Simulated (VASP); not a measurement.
# Cu (Fm-3m) in VASP: a series of runs

Runs on Cu. Level: PBEsol. Tasks: relaxation of cell and atoms.

Everything below comes from runs of VASP 6.6.1. Logs are shortened: lines on timing, memory, paths and dates and some standing lists are left out, and cuts for length are marked.

## 1. The crystal as given

Symmetry: Fm-3m, No. 225, cubic system. Conventional cell: a = 3.615 Å, b = 3.615 Å, c = 3.615 Å, α = 90.00°, β = 90.00°, γ = 90.00°. Cu (site symmetry m-3m) is surrounded by 12 Cu at 2.56 Å.

## 2. Relaxation of cell and atoms, PBEsol

INCAR

```
ALGO     = Normal         # electronic algorithm
EDIFF    = 1E-6           # SCF threshold, eV
EDIFFG   = -0.01          # ionic threshold
ENCUT    = 600            # plane-wave cutoff, eV
GGA      = PS             # functional
IBRION   = 2              # ionic algorithm
ISIF     = 3              # what is computed and relaxed
ISMEAR   = 1              # smearing method
KPAR     = 2            
LASPH    = T              # aspherical terms in the spheres
LCHARG   = F              # write CHGCAR
LREAL    = F              # projectors in reciprocal space
LWAVE    = F              # write WAVECAR
NELM     = 80             # most SCF steps
NSW      = 90             # ionic steps
PREC     = Accurate       # precision mode
SIGMA    = 0.1            # smearing width, eV
```

KPOINTS

```
k-points
0
Gamma
  18 18 18
```

POSCAR

```
Cu
1.0
    0.0000000000      1.8075000000      1.8075000000
    1.8075000000      0.0000000000      1.8075000000
    1.8075000000      1.8075000000      0.0000000000
Cu
1
Direct
    0.0000000000      0.0000000000      0.0000000000
```

Potentials or basis: VASP PAW PBE potentials, release 64 (Cu).

Started as:

```bash
$ cat potpaw_PBE.64/Cu/POTCAR > POTCAR
$ mpirun -np 2 vasp_std > vasp.out
```

OUTCAR:

```text
EDIFF = 1E-6
   EDIFFG = -0.01
   ENCUT = 600
   GGA = PS
   IBRION = 2
   ISIF = 3
   ISMEAR = 1
   LASPH = T
   LREAL = F
   NELM = 80
   NSW = 90
   PREC = Accurate

 ion  position               nearest neighbor table
   1  0.000  0.000  0.000-

  LATTYP: Found a face centered cubic cell.
 ALAT       =     3.6150000000

  Lattice vectors:

 A1 = (   0.0000000000,   1.8075000000,   1.8075000000)
 A2 = (   1.8075000000,   0.0000000000,   1.8075000000)
 A3 = (   1.8075000000,   1.8075000000,   0.0000000000)

Analysis of symmetry for initial positions (statically):
=====================================================================
 Subroutine PRICEL returns:
 Original cell was already a primitive cell.

 Routine SETGRP: Setting up the symmetry group for a
 face centered cubic supercell.

 Subroutine GETGRP returns: Found 48 space group operations
 (whereof 48 operations were pure point group operations)
 out of a pool of 48 trial point group operations.

The static configuration has the point symmetry O_h .

Analysis of symmetry for dynamics (positions and initial velocities):
=====================================================================
 Subroutine PRICEL returns:
 Original cell was already a primitive cell.

 Routine SETGRP: Setting up the symmetry group for a
 face centered cubic supercell.

 Subroutine GETGRP returns: Found 48 space group operations
 (whereof 48 operations were pure point group operations)
 out of a pool of 48 trial point group operations.

The dynamic configuration has the point symmetry O_h .

 Subroutine INISYM returns: Found 48 space group operations
 (whereof 48 operations are pure point group operations),
 and found     1 'primitive' translations

----------------------------------------------------------------------------------------

                                     Primitive cell

  volume of cell :      11.8104

  direct lattice vectors                    reciprocal lattice vectors
     0.000000000  1.807500000  1.807500000    -0.276625173  0.276625173  0.276625173
     1.807500000  0.000000000  1.807500000     0.276625173 -0.276625173  0.276625173
     1.807500000  1.807500000  0.000000000     0.276625173  0.276625173 -0.276625173

  length of vectors
     2.556191014  2.556191014  2.556191014     0.479128854  0.479128854  0.479128854

  position of ions in fractional coordinates (direct lattice)
     0.000000000  0.000000000  0.000000000

  ion indices of the primitive-cell ions
   primitive index   ion index
                 1           1

----------------------------------------------------------------------------------------

 KPOINTS: k-points

Automatic generation of k-mesh.
 Grid dimensions read from file:
 generate k-points for:   18   18   18

 Generating k-lattice:

  Cartesian coordinates                     Fractional coordinates (reciprocal lattice)
    -0.015368065  0.015368065  0.015368065     0.055555556  0.000000000  0.000000000
     0.015368065 -0.015368065  0.015368065     0.000000000  0.055555556  0.000000000
     0.015368065  0.015368065 -0.015368065     0.000000000  0.000000000  0.055555556

  Length of vectors
     0.026618270  0.026618270  0.026618270

  Shift w.r.t. Gamma in fractional coordinates (k-lattice)
     0.000000000  0.000000000  0.000000000

 Subroutine IBZKPT returns following result:
 ===========================================

 Found    195 irreducible k-points:

 Following reciprocal coordinates:
            Coordinates               Weight
  0.000000  0.000000  0.000000      1.000000
  0.055556  0.000000  0.000000      8.000000
  0.111111  0.000000  0.000000      8.000000
  0.166667  0.000000  0.000000      8.000000
  0.222222  0.000000  0.000000      8.000000
  0.277778  0.000000  0.000000      8.000000
[... 16 lines left out ...]
 -0.277778  0.055556  0.000000     24.000000
 -0.222222  0.055556  0.000000     24.000000
 [... further k-points ...]
   k-points           NKPTS =    195   k-points in BZ     NKDIM =    195   number of bands    NBANDS=      9
   number of dos      NEDOS =    301   number of ions     NIONS =      1
   total plane-waves  NPLWV =   8000
   dimension x,y,z NGX =    20 NGY =   20 NGZ =   20
   dimension x,y,z NGXF=    40 NGYF=   40 NGZF=   40
   ions per type =               1
   NGX,Y,Z   is equivalent  to a cutoff of  13.01, 13.01, 13.01 a.u.
   NGXF,Y,Z  is equivalent  to a cutoff of  26.01, 26.01, 26.01 a.u.
 SYSTEM =  unknown system
   PREC   = accura    normal or accurate (medium, high low for compatibility)
   ISTART =      0    job   : 0-new  1-cont  2-samecut
   ICHARG =      2    charge: 1-file 2-atom 10-const
   ISPIN  =      1    spin polarized calculation?
   LNONCOLLINEAR =      F non collinear calculations
   LSORBIT =      F    spin-orbit coupling
   LASPH  =      T    aspherical Exc in radial PAW
   ENCUT  =  600.0 eV  44.10 Ry    6.64 a.u.   5.11  5.11  5.11*2*pi/ulx,y,z
   NELM   =     80;   NELMIN=  2; NELMDL= -5     # of ELM steps
   EDIFF  = 0.1E-05   stopping-criterion for ELM
   LREAL  =      F    real-space projection
   EDIFFG = -.1E-01   stopping-criterion for IOM
   NSW    =     90    number of steps for IOM
   IBRION =      2    ionic relax: 0-MD 1-quasi-New 2-CG
   NFREE  =      1    steps in history (QN), initial steepest desc. (CG)
   ISIF   =      3    stress and relaxation
   ISYM   =      2    0-nonsym 1-usesym 2-fastsym
   POTIM  = 0.5000    time-step for ionic-motion
   TEBEG  =    0.0;   TEEND  =   0.0 temperature during run
   PSTRESS=    0.0 pullay stress
   NELECT =      11.0000    total number of electrons
   NUPDOWN=      -1.0000    fix difference up-down
   EMIN   =  10.00;   EMAX   =-10.00  energy-range for DOS
   EFERMI =   0.00;   METHOD = LEGACY
   ISMEAR =     1;   SIGMA  =   0.10  broadening in eV -4-tet -1-fermi 0-gaus
   EFERMI_NEDOS =   21; number of points for ismear=-14 and -15
   IALGO  =     38    algorithm
   IMIX   =      4    mixing-type and parameters
     AMIX     =   0.40;   BMIX     =  1.00
     AMIX_MAG =   1.60;   BMIX_MAG =  1.00
  volume/ion in A,a.u.               =      11.81        79.70
  Fermi-wavevector in a.u.,A,eV,Ry     =   1.598763  3.021224 34.777078  2.556043
  Thomas-Fermi vector in A             =   2.696162
   LORBIT       =      0    0 simple, 1 ext, 2 COOP (PROOUT), +10 PAW based schemes
   GGA     = PS    functional components
   LHFCALC =     F    Hartree Fock is set to
   AEXX    =    0.0000 exact exchange contribution
   IVDW    =     0    specifies the selected vdW correction
   LEPSILON=     F    determine dielectric tensor
   LRPA    =     F    only Hartree local field effects (RPA)
 conjugate gradient relaxation of ions
 non-spin polarized calculation
 Methfessel and Paxton  Order N= 1 SIGMA  =   0.10
  energy-cutoff  :      600.00
  volume of cell :       11.81
 maximum number of plane-waves:       411
   NGX = 11   NGY = 11   NGZ = 11

--------------------------------------- Ionic step        1  -------------------------------------------

 number of electron      11.0000001 magnetization

 Free energy of the ion-electron system (eV)
  ---------------------------------------------------
  ext. energy  EPLUGINS =         0.00000000
  ---------------------------------------------------
  free energy    TOTEN  =        -4.30072267 eV

  energy without entropy =       -4.30072400  energy(sigma->0) =       -4.30072311

------------------------ aborting loop because EDIFF is reached ----------------------------------------

  FORCE on cell =-STRESS in cart. coord.  units (eV):
  Direction    XX          YY          ZZ          XY          YZ          ZX
  --------------------------------------------------------------------------------------
  -------------------------------------------------------------------------------------
  Total       -0.4135184     -0.4135184     -0.4135184      0.0000000     -0.0000000      0.0000000
  in kB      -56.0971156    -56.0971156    -56.0971156      0.0000000     -0.0000000      0.0000000
  external PRESSURE =     -56.0971156 kB  Pullay stress =       0.0000000 kB
[... 55 lines left out ...]
  energy  without entropy=       -4.3056362502  energy(sigma->0) =       -4.30566008

--------------------------------------- Ionic step        3  -------------------------------------------

 number of electron      11.0000013 magnetization

 Free energy of the ion-electron system (eV)
  ---------------------------------------------------
  ext. energy  EPLUGINS =         0.00000000
  ---------------------------------------------------
  free energy    TOTEN  =        -4.30869341 eV

  energy without entropy =       -4.30864166  energy(sigma->0) =       -4.30867616

 E-fermi :   7.8342     XC(G=0): -13.1294

 val. band max:        7.8310709996   @ k =   0.5000   0.1111   0.0000
 cond. band min:       7.8705200039   @ k =  -0.4444   0.1111   0.0556
 fundamental gap:      0.0394490044
 Fermi energy:         7.8341758994

 k-point     1 :       0.0000    0.0000    0.0000
  band No.  band energies     occupation
      1      -1.8047      2.00000
      2       4.7374      2.00000
      3       4.7374      2.00000
      4       4.7374      2.00000
      5       5.6200      2.00000
      6       5.6200      2.00000
      7      30.7613      0.00000
      8      33.6717      0.00000
      9      33.6717      0.00000
[... 265 lines left out ...]
 k-point    24 :      -0.2222    0.0556    0.0000
  band No.  band energies     occupation
      1       0.3213      2.00000
      2       4.4217      2.00000
      3       4.9046      2.00000
      4       4.9459      2.00000
      5       5.5661      2.00000
      6       5.8255      2.00000
      7      21.1525      0.00000
      8      28.2554      0.00000
      9      31.9432      0.00000

 [... further k-points ...]
[... 5 lines left out ...]
  --------------------------------------------------------------------------------------
  -------------------------------------------------------------------------------------
  Total        0.0019915      0.0019915      0.0019915     -0.0000000     -0.0000000      0.0000000
  in kB        0.2805741      0.2805741      0.2805741     -0.0000000     -0.0000000      0.0000000
  external PRESSURE =       0.2805741 kB  Pullay stress =       0.0000000 kB
[... 16 lines left out ...]
  FREE ENERGIE OF THE ION-ELECTRON SYSTEM (eV)
  ---------------------------------------------------
  free  energy   TOTEN  =        -4.3086934132 eV

  energy  without entropy=       -4.3086416642  energy(sigma->0) =       -4.30867616

 reached required accuracy - stopping structural energy minimisation
```

Wall time 19 s (2 MPI ranks of Intel Xeon Platinum 8488C (Sapphire Rapids), shared host); peak memory 0.14 GiB.

Results:

- Free energy: -4.3087 eV
- Relaxed volume: 11.37 Å³/atom
- Relaxed cell: a = 2.524 Å, b = 2.524 Å, c = 2.524 Å, α = 60.00°, β = 60.00°, γ = 60.00°
- Space group after relaxing (to 0.05 Å): Fm-3m (No. 225)
- Energy gained by relaxing: 8.0 meV/atom
- Ionic steps: 3
- Pressure after relaxing: 0.0 GPa
- Band gap on the k mesh: none (metal or under the smearing width)

Step by step:
```
step  energy change (eV)  largest force (eV/Å)  pressure (GPa)  volume (Å³)
   1              0.0000                0.0000           -5.61        11.81
   2             -0.0049                0.0000            3.95        11.12
   3             -0.0080                0.0000            0.03        11.37
```

Final structure:
```
CELL_PARAMETERS angstrom
0.00000 1.78486 1.78486
1.78486 0.00000 1.78486
1.78486 1.78486 0.00000
ATOMIC_POSITIONS crystal
Cu 0.00000 0.00000 0.00000
```

Levels at points of the mesh, in eV from the Fermi level:
```csv
k point,band 3,band 4,band 5,band 6,band 7,band 8,band 9
"(0.00, 0.00, 0.00)",-3.10,-3.10,-2.21,-2.21,22.93,25.84,25.84
"(0.50, 0.00, 0.00)",-3.13,-1.61,-1.61,-1.11,3.98,21.40,22.65
"(0.50, 0.50, 0.00)",-1.63,-1.46,-1.46,1.47,7.41,13.37,13.37
```

Caveat: the PAW data sets were made with another functional, which shifts forces and pressure a little.

(Part 1 of 2 ends here.)
